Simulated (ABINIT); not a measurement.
Crystal: NbP.

```xyz
4
Lattice="-1.6749 1.6749 5.7401 1.6749 -1.6749 5.7401 1.6749 1.6749 -5.7401" Properties=species:S:1:pos:R:3 pbc="T T T"
Nb    1.6749    0.0000    2.8687
Nb    0.0000    0.0000    5.7387
P     0.0000    1.6749    3.8200
P     0.0000    0.0000    0.9500
```

The cell is a database's computed one.

```yaml
Program: ABINIT 10.8.3 (patched build)
Task: relaxation of cell and atoms
Functional: BLYP
Potentials_or_basis: Ansatz PAW PBE default generated set, frozen core
Cutoff: 419 eV
k_mesh: 8 × 8 × 8
Occupations: fermi-dirac, width 0.05 eV
Spin: no spin polarisation
```

At the start: pressure 7.8 GPa; volume 16.10 Å³/atom.

Where does the relaxation end?

Over 11 steps the energy falls by 16.8 meV/atom and the volume is 16.82 Å³/atom (+4.5 %); space group I4_1md (No. 109, to 0.05 Å).

The path:
```csv
step,energy change (eV),largest force (eV/Å),pressure (GPa),volume (Å³)
1,0.0000,0.0100,7.77,64.41
2,-0.0530,0.0005,3.31,65.96
3,-0.0664,0.0118,0.17,67.18
4,-0.0667,0.0147,-0.04,67.27
5,-0.0671,0.0190,-0.20,67.35
6,-0.0673,0.0178,-0.12,67.34
7,-0.0673,0.0131,-0.02,67.30
8,-0.0673,0.0083,0.02,67.28
9,-0.0674,0.0026,0.03,67.28
10,-0.0674,0.0002,0.01,67.28
11,-0.0674,0.0001,0.00,67.29
```

Final structure:
```xyz
4
Lattice="-1.6948 1.6948 5.8564 1.6948 -1.6948 5.8564 1.6948 1.6948 -5.8564" Properties=species:S:1:pos:R:3 pbc="T T T"
Nb    1.6948    0.0000    2.9248
Nb    0.0000    0.0000    5.8530
P     0.0000    1.6948    3.8995
P     0.0000    0.0000    0.9712
```

Caveat: the PAW data sets were made with another functional, which shifts forces and pressure a little; the atomic spheres overlap.
